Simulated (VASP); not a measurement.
# BN (Qingsongite) (F-43m) in VASP: settings compared

Aim: see how the results for BN (Qingsongite) move with the level of theory and the settings. Levels: r2SCAN, r2SCAN+D4. Tasks: single point.

Program: VASP 6.6.1. These are calculated values, not measurements. Logs are shortened: lines on timing, memory, paths and dates and some standing lists are left out, and cuts for length are marked.

**Measured values to compare with.**

A printed reference work, monograph reports, for a bulk crystal of BN at 300 K: band gap 6.4 eV (indirect).

How close the calculation comes is told below.

### 1 The cell of the first run

Symmetry: F-43m, No. 216, cubic system. The conventional cell has a = 3.610 Å, b = 3.610 Å, c = 3.610 Å, α = 90.00°, β = 90.00°, γ = 90.00°. B (site symmetry -43m) has 4 N at 1.56 Å within 2.1 Å. Within 2.1 Å of N (site symmetry -43m) lie 4 B at 1.56 Å.

### 2 Single point, r2SCAN

Input file POSCAR:

```
BN
1.0
    0.0000000000      1.8048245542      1.8048245542
    1.8048245542      0.0000000000      1.8048245542
    1.8048245542      1.8048245542      0.0000000000
B N
1 1
Direct
    0.0000000000      0.0000000000      0.0000000000
    0.2500000000      0.2500000000      0.2500000000
```

Input file INCAR.step1:

```
ALGO = Normal ; EDIFF = 1E-5
ENCUT = 660 ; GGA = PE
GGA_COMPAT = F ; ISMEAR = 0
LASPH = T ; LCHARG = F
LREAL = F ; LWAVE = T
NBANDS = 11 ; NELM = 120
PREC = Accurate ; SIGMA = 0.5
```

Input file INCAR.step2:

```
ALGO = Normal ; EDIFF = 1E-6
ENCUT = 660 ; GGA_COMPAT = F
ISIF = 2 ; ISMEAR = 0
ISTART = 1 ; LASPH = T
LCHARG = F ; LMIXTAU = T
LREAL = F ; LWAVE = F
METAGGA = R2SCAN ; NBANDS = 11
NELM = 120 ; PREC = Accurate
SIGMA = 0.5
```

Input file KPOINTS:

```
k-points
0
Gamma
  8 8 8
```

Potentials or basis: VASP PAW PBE potentials, release 64 (B, N).

On the command line:

```console
cat potpaw_PBE.64/B/POTCAR potpaw_PBE.64/N/POTCAR > POTCAR
cp INCAR.step1 INCAR
mpirun -np 1 vasp_std > vasp.out
cp INCAR.step2 INCAR
mpirun -np 1 vasp_std > vasp.out
```

OUTCAR:

```text
EDIFF = 1E-6
   ENCUT = 660
   ISIF = 2
   ISMEAR = 0
   ISTART = 1
   LASPH = T
   LREAL = F
   METAGGA = R2SCAN
   NELM = 120
   PREC = Accurate

 ion  position               nearest neighbor table
   1  0.000  0.000  0.000-   2 1.56   2 1.56   2 1.56   2 1.56
   2  0.250  0.250  0.250-   1 1.56   1 1.56   1 1.56   1 1.56

  LATTYP: Found a face centered cubic cell.
 ALAT       =     3.6096491084

  Lattice vectors:

 A1 = (   0.0000000000,   1.8048245542,   1.8048245542)
 A2 = (   1.8048245542,   0.0000000000,   1.8048245542)
 A3 = (   1.8048245542,   1.8048245542,   0.0000000000)

Analysis of symmetry for initial positions (statically):
=====================================================================
 Subroutine PRICEL returns:
 Original cell was already a primitive cell.

 Routine SETGRP: Setting up the symmetry group for a
 face centered cubic supercell.

 Subroutine GETGRP returns: Found 24 space group operations
 (whereof 24 operations were pure point group operations)
 out of a pool of 48 trial point group operations.

The static configuration has the point symmetry T_d .

Analysis of symmetry for dynamics (positions and initial velocities):
=====================================================================
 Subroutine PRICEL returns:
 Original cell was already a primitive cell.

 Routine SETGRP: Setting up the symmetry group for a
 face centered cubic supercell.

 Subroutine GETGRP returns: Found 24 space group operations
 (whereof 24 operations were pure point group operations)
 out of a pool of 48 trial point group operations.

The dynamic configuration has the point symmetry T_d .

 Subroutine INISYM returns: Found 24 space group operations
 (whereof 24 operations are pure point group operations),
 and found     1 'primitive' translations

----------------------------------------------------------------------------------------

                                     Primitive cell

  volume of cell :      11.7580

  direct lattice vectors                    reciprocal lattice vectors
     0.000000000  1.804824554  1.804824554    -0.277035238  0.277035238  0.277035238
     1.804824554  0.000000000  1.804824554     0.277035238 -0.277035238  0.277035238
     1.804824554  1.804824554  0.000000000     0.277035238  0.277035238 -0.277035238

  length of vectors
     2.552407362  2.552407362  2.552407362     0.479839108  0.479839108  0.479839108

  position of ions in fractional coordinates (direct lattice)
     0.000000000  0.000000000  0.000000000
     0.250000000  0.250000000  0.250000000
[... 81 lines left out ...]
   IBRION =     -1    ionic relax: 0-MD 1-quasi-New 2-CG
   NFREE  =      0    steps in history (QN), initial steepest desc. (CG)
   ISIF   =      2    stress and relaxation
   ISYM   =      2    0-nonsym 1-usesym 2-fastsym
   POTIM  = 0.5000    time-step for ionic-motion
   TEBEG  =    0.0;   TEEND  =   0.0 temperature during run
   PSTRESS=    0.0 pullay stress
   NELECT =       8.0000    total number of electrons
   NUPDOWN=      -1.0000    fix difference up-down
   EMIN   =  10.00;   EMAX   =-10.00  energy-range for DOS
   EFERMI =   0.00;   METHOD = LEGACY
   ISMEAR =     0;   SIGMA  =   0.50  broadening in eV -4-tet -1-fermi 0-gaus
   EFERMI_NEDOS =   21; number of points for ismear=-14 and -15
   IALGO  =     38    algorithm
   IMIX   =      4    mixing-type and parameters
     AMIX     =   0.40;   BMIX     =  1.00
     AMIX_MAG =   1.60;   BMIX_MAG =  1.00
  volume/ion in A,a.u.               =       5.88        39.67
  Fermi-wavevector in a.u.,A,eV,Ry     =   1.439881  2.720980 28.208365  2.073256
  Thomas-Fermi vector in A             =   2.558687
   LORBIT       =      0    0 simple, 1 ext, 2 COOP (PROOUT), +10 PAW based schemes
   METAGGA = R2SCAN    functional components
   LHFCALC =     F    Hartree Fock is set to
   AEXX    =    0.0000 exact exchange contribution
   IVDW    =     0    specifies the selected vdW correction
   LEPSILON=     F    determine dielectric tensor
   LRPA    =     F    only Hartree local field effects (RPA)
 non-spin polarized calculation
 Gauss-broadening in eV      SIGMA  =   0.50
  energy-cutoff  :      660.00
  volume of cell :       11.76
 maximum number of plane-waves:       469
 NGX is ok and might be reduce to    24
   NGX = 11   NGY = 11   NGZ = 11

 number of electron       8.0000000 magnetization

 Free energy of the ion-electron system (eV)
  ---------------------------------------------------
  ext. energy  EPLUGINS =         0.00000000
  ---------------------------------------------------
  free energy    TOTEN  =       -19.17454059 eV

  energy without entropy =      -19.17454059  energy(sigma->0) =      -19.17454059

 E-fermi :   9.4791     XC(G=0): -13.6695

 val. band max:        7.2965554582   @ k =   0.0000   0.0000   0.0000
 cond. band min:      12.2785305035   @ k =   0.5000   0.5000   0.0000
 fundamental gap:      4.9819750453
 Fermi energy:         9.4791114820

 k-point     1 :       0.0000    0.0000    0.0000
  band No.  band energies     occupation
      1     -14.0460      2.00000
      2       7.2966      2.00000
      3       7.2966      2.00000
      4       7.2966      2.00000
      5      16.8445      0.00000
      6      16.8445      0.00000
      7      16.8445      0.00000
      8      18.4367      0.00000
      9      33.5177      0.00000
     10      36.0929      0.00000
     11      36.0929      0.00000
[... 309 lines left out ...]
 k-point    24 :      -0.3750    0.2500    0.1250
  band No.  band energies     occupation
      1      -9.0045      2.00000
      2      -2.7960      2.00000
      3       2.2403      2.00000
      4       3.7074      2.00000
      5      17.6326      0.00000
      6      19.2831      0.00000
      7      22.7008      0.00000
      8      24.2505      0.00000
      9      27.9888      0.00000
     10      34.6629      0.00000
     11      36.3280      0.00000

 [... further k-points ...]
[... 5 lines left out ...]
  --------------------------------------------------------------------------------------
  -------------------------------------------------------------------------------------
  Total        0.0891222      0.0891222      0.0891222      0.0000000      0.0000000      0.0000000
  in kB       12.1439915     12.1439915     12.1439915      0.0000000      0.0000000      0.0000000
  external PRESSURE =      12.1439915 kB  Pullay stress =       0.0000000 kB

 VOLUME and BASIS-vectors are now :
 -----------------------------------------------------------------------------
  energy-cutoff  :      660.00
  volume of cell :       11.76
      direct lattice vectors                 reciprocal lattice vectors
     0.000000000  1.804824554  1.804824554    -0.277035238  0.277035238  0.277035238
     1.804824554  0.000000000  1.804824554     0.277035238 -0.277035238  0.277035238
     1.804824554  1.804824554  0.000000000     0.277035238  0.277035238 -0.277035238

 POSITION                                       TOTAL-FORCE (eV/Angst)
 -----------------------------------------------------------------------------------
      0.00000      0.00000      0.00000        -0.000000     -0.000000     -0.000000
      0.90241      0.90241      0.90241         0.000000      0.000000      0.000000
 -----------------------------------------------------------------------------------
    total drift:                                0.000000      0.000000      0.000000

  FREE ENERGIE OF THE ION-ELECTRON SYSTEM (eV)
  ---------------------------------------------------
  free  energy   TOTEN  =       -19.1745405851 eV

  energy  without entropy=      -19.1745405851  energy(sigma->0) =      -19.17454059
```

OUTCAR.step1:

```text
EDIFF = 1E-5
   ENCUT = 660
   GGA = PE
   ISMEAR = 0
   LASPH = T
[... 557 lines left out ...]
 -----------------------------------------------------------------------------------
      0.00000      0.00000      0.00000         0.000000      0.000000      0.000000
      0.90241      0.90241      0.90241        -0.000000     -0.000000     -0.000000
 -----------------------------------------------------------------------------------
    total drift:                                0.000000      0.000000      0.000000

  FREE ENERGIE OF THE ION-ELECTRON SYSTEM (eV)
  ---------------------------------------------------
  free  energy   TOTEN  =       -17.4544451965 eV

  energy  without entropy=      -17.4544451964  energy(sigma->0) =      -17.45444520
```

OSZICAR.step1:

```text
N       E                     dE             d eps       ncg     rms          rms(c)
DAV:   1     0.197676612589E+02    0.19768E+02   -0.56239E+03   638   0.869E+02
DAV:   2    -0.176835021007E+02   -0.37451E+02   -0.35843E+02   733   0.213E+02
DAV:   3    -0.184277215494E+02   -0.74422E+00   -0.74315E+00   776   0.247E+01
DAV:   4    -0.184287638378E+02   -0.10423E-02   -0.10422E-02   674   0.106E+00
DAV:   5    -0.184287649582E+02   -0.11204E-05   -0.11203E-05   761   0.343E-02    0.670E+00
DAV:   6    -0.175421995013E+02    0.88657E+00   -0.29534E+00   813   0.109E+01    0.325E+00
DAV:   7    -0.174686311480E+02    0.73568E-01   -0.96983E-02   713   0.266E+00    0.190E+00
DAV:   8    -0.174541479470E+02    0.14483E-01   -0.36323E-02   716   0.141E+00    0.197E-01
DAV:   9    -0.174543559190E+02   -0.20797E-03   -0.81627E-04   677   0.258E-01    0.821E-02
DAV:  10    -0.174544403388E+02   -0.84420E-04   -0.11525E-04   697   0.101E-01    0.157E-02
DAV:  11    -0.174544451965E+02   -0.48578E-05   -0.72395E-06   669   0.235E-02
   1 F= -.17454445E+02 E0= -.17454445E+02  d E =-.110827E-09
```

Run time: 17 s. Hardware: 1 thread of Intel Xeon 6975P-C, shared host; peak memory 0.14 GiB.

Results:

| Quantity | Value |
| --- | --- |
| Free energy | -19.1745 eV |
| Pressure | 1.2 GPa |
| Band gap on the k mesh | 4.98 eV, indirect (least direct gap 9.55 eV) |

Levels at points of the mesh, in eV from the valence-band top:
```
           k point  band 2  band 3  band 4  band 5  band 6  band 7
(0.00, 0.00, 0.00)    0.00    0.00    0.00    9.55    9.55    9.55
(0.50, 0.00, 0.00)  -11.12   -2.02   -2.02   10.85   11.49   11.49
(0.50, 0.50, 0.00)   -9.35   -5.12   -5.12    4.98    9.84   19.33
```

Caveat: the PAW data sets were made with another functional, which shifts forces and pressure a little.

### 3 Single point, r2SCAN+D4

POSCAR is that of step 2.

Input file INCAR.step1:

```
ALGO     = Normal         # electronic algorithm
EDIFF    = 1E-5           # SCF threshold, eV
ENCUT    = 660            # plane-wave cutoff, eV
GGA      = PE             # functional
GGA_COMPAT= False        
ISMEAR   = 0              # smearing method
LASPH    = True           # aspherical terms in the spheres
LCHARG   = False          # write CHGCAR
LREAL    = False          # projectors in reciprocal space
LWAVE    = True           # write WAVECAR
NBANDS   = 11             # bands
NELM     = 120            # most SCF steps
PREC     = Accurate       # precision mode
SIGMA    = 0.01           # smearing width, eV
```

Input file INCAR.step2:

```
ALGO     = Normal         # electronic algorithm
EDIFF    = 1E-6           # SCF threshold, eV
ENCUT    = 660            # plane-wave cutoff, eV
GGA_COMPAT= False        
ISIF     = 2              # what is computed and relaxed
ISMEAR   = 0              # smearing method
ISTART   = 1            
IVDW     = 13             # dispersion correction
LASPH    = True           # aspherical terms in the spheres
LCHARG   = False          # write CHGCAR
LMIXTAU  = True         
LREAL    = False          # projectors in reciprocal space
LWAVE    = False          # write WAVECAR
METAGGA  = R2SCAN         # meta-GGA
NBANDS   = 11             # bands
NELM     = 120            # most SCF steps
PREC     = Accurate       # precision mode
SIGMA    = 0.01           # smearing width, eV
VDW_A1   = 0.51559235   
VDW_A2   = 5.77342911   
VDW_S6   = 1.0          
VDW_S8   = 0.6018749
```

KPOINTS is that of step 2.

Potentials or basis: VASP PAW PBE potentials, release 64 (B, N).

On the command line:

```console
cat potpaw_PBE.64/B/POTCAR potpaw_PBE.64/N/POTCAR > POTCAR
cp INCAR.step1 INCAR
mpirun -np 1 vasp_std > vasp.out
cp INCAR.step2 INCAR
mpirun -np 1 vasp_std > vasp.out
```

It took 20 s on 1 thread of Intel Xeon 6975P-C, shared host; peak memory 0.14 GiB.

The run converged. Its results:

| Quantity | Value |
| --- | --- |
| Free energy | -19.3708 eV |
| Pressure | -1.0 GPa |
| Band gap on the k mesh | 4.98 eV, indirect (least direct gap 9.55 eV) |
| Dispersion energy per atom | -0.098 eV |

Levels at points of the mesh, in eV from the valence-band top:
| k point | band 1 | band 2 | band 3 | band 4 | band 5 | band 6 | band 7 | band 8 | band 9 |
| --- | --- | --- | --- | --- | --- | --- | --- | --- | --- |
| (0.00, 0.00, 0.00) | -21.34 | 0.00 | 0.00 | 0.00 | 9.55 | 9.55 | 9.55 | 11.14 | 26.22 |
| (0.50, 0.00, 0.00) | -17.03 | -11.12 | -2.02 | -2.02 | 10.85 | 11.49 | 11.49 | 16.45 | 24.94 |
| (0.50, 0.50, 0.00) | -15.60 | -9.35 | -5.12 | -5.12 | 4.98 | 9.84 | 19.33 | 19.33 | 22.27 |

Caveat: the PAW data sets were made with another functional, which shifts forces and pressure a little.

### 4 Single point, r2SCAN

POSCAR is that of step 3.

Input file INCAR.step1:

```
SYSTEM = BN
  PREC = Accurate
  ENCUT = 660
  ISMEAR = 0
  SIGMA = 0.01
  LREAL = .FALSE.
  LASPH = .TRUE.
  NELM = 120
  ISYM = 0
  NBANDS = 11
  GGA = PE
  ALGO = Normal
  EDIFF = 1E-5
  LWAVE = .TRUE.
  LCHARG = .FALSE.
  GGA_COMPAT = .FALSE.
```

Input file INCAR.step2:

```
SYSTEM = BN
  PREC = Accurate
  ENCUT = 660
  EDIFF = 1E-6
  ISMEAR = 0
  SIGMA = 0.01
  LREAL = .FALSE.
  LASPH = .TRUE.
  NELM = 120
  ALGO = Normal
  ISIF = 2
  LWAVE = .FALSE.
  LCHARG = .TRUE.
  METAGGA = R2SCAN
  LMIXTAU = .TRUE.
  LELF = .TRUE.
  LVHAR = .TRUE.
  ISYM = 0
  NBANDS = 11
  ISTART = 1
  GGA_COMPAT = .FALSE.
```

Input file KPOINTS:

```
Automatic mesh
0
Gamma
  8 8 8
  0 0 0.5
```

On the command line:

```console
cat potpaw_PBE.64/B/POTCAR potpaw_PBE.64/N/POTCAR > POTCAR
cp INCAR.step1 INCAR
mpirun -np 1 vasp_std > vasp.out
cp INCAR.step2 INCAR
mpirun -np 1 vasp_std > vasp.out
```

It took 5 min on 1 thread of Intel Xeon 6975P-C, shared host; peak memory 0.29 GiB.

The run converged. Its results:

```yaml
Free_energy: -19.1748 eV
Pressure: 1.2 GPa
Band_gap_on_the_k_mesh: 5.43 eV, indirect (least direct gap 9.73 eV)
```

Levels at points of the mesh, in eV from the valence-band top:
```
           k point  band 1  band 2  band 3  band 4  band 5  band 6  band 7  band 8  band 9
(0.00, 0.00, 0.06)  -21.14   -0.45    0.00    0.00    9.80    9.82    9.82   11.58   26.21
```

Caveat: the PAW data sets were made with another functional, which shifts forces and pressure a little.

### 5 The runs side by side

```tsv
level	k mesh	smearing	gap on the mesh (eV)	pressure (GPa)
r2SCAN	8 × 8 × 8	gaussian 0.5 eV	4.98	1.2
r2SCAN+D4	8 × 8 × 8	gaussian 0.01 eV	4.98	-1.0
r2SCAN	8 × 8 × 8, shifted	gaussian 0.01 eV	5.43	1.2
```

Alike in all rows: task single point; potentials or basis VASP PAW PBE potentials, release 64 (B, N); no spin polarisation; cell as given; cutoff (eV) 660.

On the cell as given the gap runs from 4.98 eV (r2SCAN) to 5.43 eV (r2SCAN). The pressure there spans -1.0 GPa (r2SCAN+D4) to 1.2 GPa (r2SCAN); a positive pressure means that this level wants a larger cell, a negative one a smaller.

Caveats: the PAW data sets were made with another functional, which shifts forces and pressure a little.

Absolute energies hang on the potentials; compare differences alone.

### 6 How close it comes

Step 2. A measured gap of BN is 6.4 eV (indirect; 300 K; a printed reference work, monograph); the calculated 4.98 eV misses it by -1.42 eV. The value is that of r2SCAN on a finite k mesh, which can miss the band edges, without temperature or zero-point motion.

Step 3. Measured gap of BN: 6.4 eV (indirect; 300 K; a printed reference work, monograph). This calculation gives 4.98 eV (-1.42 eV). The value is that of r2SCAN+D4 on a finite k mesh, which can miss the band edges, without temperature or zero-point motion.

Step 4. A measured gap of BN is 6.4 eV (indirect; 300 K; a printed reference work, monograph); the calculated 5.43 eV misses it by -0.97 eV. The value is that of r2SCAN on a finite k mesh, which can miss the band edges, without temperature or zero-point motion.
